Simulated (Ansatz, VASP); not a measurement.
# NbAs2: VASP beside Ansatz, part 2 of 2

Aim: how closely do two programs agree when they are given the same cell, functional and k mesh?

VASP 6.6.1 and Ansatz 0.2.0.

So far. Step 4 (Differences): The walks stopped with 0.01 GPa left in Ansatz and -0.03 GPa in VASP; each walk ends within a tolerance, so the volume difference is uncertain by about these residues over the bulk modulus, most in soft cells.

The database entry behind the starting cell differs from later determinations by our own check (b about 0.4 % long), so it need not match the best structure at ambient conditions.

### 5. Ansatz: relaxation of cell and atoms, r2SCAN with rVV10

Level of this step: Ansatz beside VASP: Kohn-Sham DFT, plane waves, r2SCAN with rVV10 (Ansatz).

The relaxed volume is the usual yardstick between codes: its relative difference is about their pressure difference at one cell divided by the bulk modulus.

input.yaml

```yaml
crystal:
  lattice:
    - [4.684, -1.698, 0.0]
    - [4.684, 1.698, 0.0]
    - [-3.8309299028, 0.0, 6.79325968]
  atoms:
    - { symbol: Nb, position: [0.1574, 0.1574, 0.1965] }
    - { symbol: Nb, position: [0.8426, 0.8426, 0.8035] }
    - { symbol: As, position: [0.4059, 0.4059, 0.1084] }
    - { symbol: As, position: [0.5941, 0.5941, 0.8916] }
    - { symbol: As, position: [0.86, 0.86, 0.472] }
    - { symbol: As, position: [0.14, 0.14, 0.528] }
hamiltonian:
  xc: r2scan
  pseudopotentials: { kind: paw }
  dispersion: rvv10
kpoints:
  mp_grid: { grid: [6, 6, 3] }
scf:
  occupations: { method: fermi_dirac, width: 0.05 }
relax:
  f_tol: 0.01
  max_steps: 60
  cell: { stress_tol: 0.05 }
output:
  forces: true
  stress: true
```

Command:

```
$ ansatz run input.yaml --threads 4 --pin off --max-ram 9216MiB --backend cpu --events-out ev --progress --plain --runs-dir out
```

Numbers of over 12 decimals in the logs are rounded to 6 here.

Output:

```text
[...]
Crystal: 6 atoms, lattice volume = 108.059 Å³
Basis set: ecut = 500 eV, 2723 PW (Γ), exchange–correlation on 180×180×256 points (64 copies of the dense FFT grid, shifted against one another)
Bands: 52, of which v1, the nominal top of the filled ones, is band 43 counted from 1 (42 counted from 0)
Symmetry: 4 space group operations
[...]
k-points: 34 of 108
[...]
- [4.679434, 1.700762, -0.00604763]
    - [-3.835967, -3.199406284531754e-18, 6.807972]
  atoms:
    - { symbol: Nb, position: [0.157493, 0.157493, 0.196576] }
    - { symbol: Nb, position: [0.842507, 0.842507, 0.803424] }
    - { symbol: As, position: [0.405303, 0.405303, 0.105985] }
    - { symbol: As, position: [0.594697, 0.594697, 0.894015] }
    - { symbol: As, position: [0.859655, 0.859655, 0.471557] }
    - { symbol: As, position: [0.140345, 0.140345, 0.528443] }
[key lines of the parts left out:]
SCF converged after 5 iterations
Free energy (F): -28581.533778 eV
Fermi energy:    14.475778 eV
P = ⅓ Tr σ = -0.0139 GPa (-0.139 kbar)
```

Run time: 30 s. Hardware: 4 threads of Intel Xeon 6975P-C (Granite Rapids), shared host; peak memory 1.3 GiB; 1.9 min of CPU time.

### 6. VASP: relaxation of cell and atoms, r2SCAN with rVV10

The same cell, functional, mesh and smearing now go to VASP, with its own data sets and cutoff.

INCAR

```
SYSTEM = NbAs2
PREC = Accurate
ENCUT = 520
EDIFF = 1E-06
NELM = 100
ISMEAR = -1
SIGMA = 0.05
LREAL = .FALSE.
ALGO = Normal
METAGGA = R2SCAN
LUSE_VDW = .TRUE.
IVDW_NL = 2
BPARAM = 11.95
CPARAM = 0.0093
LASPH = .TRUE.
NBANDS = 29
LORBIT = 11
LWAVE = .FALSE.
LCHARG = .FALSE.
KPAR = 4
IBRION = 2
NSW = 60
ISIF = 3
EDIFFG = -0.01
```

POSCAR

```
NbAs2
1.0
    4.6840000000     -1.6980000000      0.0000000000
    4.6840000000      1.6980000000      0.0000000000
   -3.8309299028      0.0000000000      6.7932596800
Nb As
2 4
Direct
    0.1574000000      0.1574000000      0.1965000000
    0.8426000000      0.8426000000      0.8035000000
    0.4059000000      0.4059000000      0.1084000000
    0.5941000000      0.5941000000      0.8916000000
    0.8600000000      0.8600000000      0.4720000000
    0.1400000000      0.1400000000      0.5280000000
```

KPOINTS

```
Automatic mesh
0
Gamma
6 6 3
0 0 0
```

PAW data sets: Nb_sv and As (PBE family, release 64).

Command:

```
$ mpirun -np 4 vasp_std
```

Output:

```text
[banner, memory and clock lines left out]
running    4 mpi-ranks, on    1 nodes
[...]
|                                                                             |
|               ----> ADVICE to this user running VASP <----                  |
|                                                                             |
|     You have switched on vdW-DFT.                                           |
|     This routine was written and supplied by Jiri Klimes. We recommend      |
|     that you carefully read and cite the following publications:            |
|       J. Klimes, D.R. Bowler, A. Michelides                                 |
|          J. Phys.: Cond Matt. 22 022201 (2010)                              |
|       J. Klimes, D.R. Bowler, A. Michelides                                 |
|          Phys. Rev. B. 83, 195131 (2011)                                    |
|     and references therein.                                                 |
|                                                                             |

[...]
Total rVV10 correction in eV:      0.7406724    53.8616605
Total rVV10 correction in eV:      0.7406724    53.8616605
Total rVV10 correction in eV:      0.7406724    53.8616605
DAV:   5    -0.111443999320E+03    0.62503E-06   -0.17363E-06  1803   0.895E-03
Total rVV10 correction in eV:      0.7406846    53.8616605
Total rVV10 correction in eV:      0.7406846    53.8616605
Total rVV10 correction in eV:      0.7406846    53.8616605
Total rVV10 correction in eV:      0.7406846    53.8616605
Total rVV10 correction in eV:      0.7406809    53.8616605
Total rVV10 correction in eV:      0.7406809    53.8616605
Total rVV10 correction in eV:      0.7406809    53.8616605
Total rVV10 correction in eV:      0.7406809    53.8616605
   7 F= -.11144400E+03 E0= -.11144165E+03  d E =-.146663E-03
[... from here on, the cycles between the ionic steps are left out ...]
   8 F= -.11144401E+03 E0= -.11144166E+03  d E =-.152622E-03
   9 F= -.11144408E+03 E0= -.11144172E+03  d E =-.764350E-04
  10 F= -.11144408E+03 E0= -.11144172E+03  d E =-.771136E-04
  11 F= -.11144410E+03 E0= -.11144171E+03  d E =-.130129E-04
 trial-energy change:   -0.000013  1 .order   -0.000015   -0.000048    0.000017
 step:   0.7954(harm=  0.7954)  dis= 0.00049  next Energy=  -111.444100 (dE=-0.177E-04)
 reached required accuracy - stopping structural energy minimisation
```

OUTCAR, selected parts (step 6):

```text
  Total       -0.0403403      0.0086105     -0.0056962      0.0000000      0.0000000      0.0134209
  in kB       -0.5959329      0.1271992     -0.0841485      0.0000000      0.0000000      0.1982621
  external PRESSURE =      -0.1842941 kB  Pullay stress =       0.0000000 kB

 POSITION                                       TOTAL-FORCE (eV/Angst)
 -----------------------------------------------------------------------------------
      0.72049      0.00000      1.33681        -0.005051      0.000000      0.000229
      4.80664      0.00000      5.46062         0.005051      0.000000     -0.000229
      3.38928      0.00000      0.71660        -0.002011      0.000000      0.001121
      2.13786      0.00000      6.08083         0.002011      0.000000     -0.001121
      6.24070      0.00000      3.20010        -0.000319      0.000000      0.001439
     -0.71356      0.00000      3.59732         0.000319      0.000000     -0.001439
 -----------------------------------------------------------------------------------
    total drift:                               -0.000000      0.000000      0.000000

  FREE ENERGIE OF THE ION-ELECTRON SYSTEM (eV)
  ---------------------------------------------------
  free  energy   TOTEN  =      -111.4440954054 eV

  energy  without entropy=     -111.4393317121  energy(sigma->0) =     -111.44171356

[... 2 parts as in an earlier step ...]

[... 2 further parts left out ...]
[key lines of the parts left out:]
E-fermi :   8.0662
```

### 7. Differences

Both answers:

| quantity | Ansatz | VASP | difference |
| --- | --- | --- | --- |
| volume (Å³) | 108.28 | 108.46 | -0.16 % |
| edge a after relaxation, in the typed setting (Å) | 4.979 | 4.983 | -0.08 % |
| edge c after relaxation, in the typed setting (Å) | 7.814 | 7.818 | -0.05 % |

The walks stopped with -0.01 GPa left in Ansatz and -0.02 GPa in VASP; each walk ends within a tolerance, so the volume difference is uncertain by about these residues over the bulk modulus, most in soft cells.

### 8. Results

```
difference in volume (relaxation of cell and atoms, r2SCAN)            : 0.034 %
difference in volume (relaxation of cell and atoms, r2SCAN with rVV10) : -0.16 %
```

In words: The difference in volume is -0.16 % (relaxation of cell and atoms, r2SCAN with rVV10), within the 1.2 % picked in this series as the mark of a large difference, as far as the stopping tolerances let one tell. Such differences can come from data sets, numerical settings and the points named under the comparisons, not from the functional's error against experiment.

[Lines on the potential files, build, host, timing and source positions are cut from VASP's logs without a mark.]

[Logs are printed without paths, hosts, clocks, repeated set-up lines and the standing remarks that a program may print on its own settings, such as how far it seeks lower states.]

[Hosts, paths, dates, database ids (printed as entryN), source tags and the programs' standing remarks are cut or masked in the printed files.]
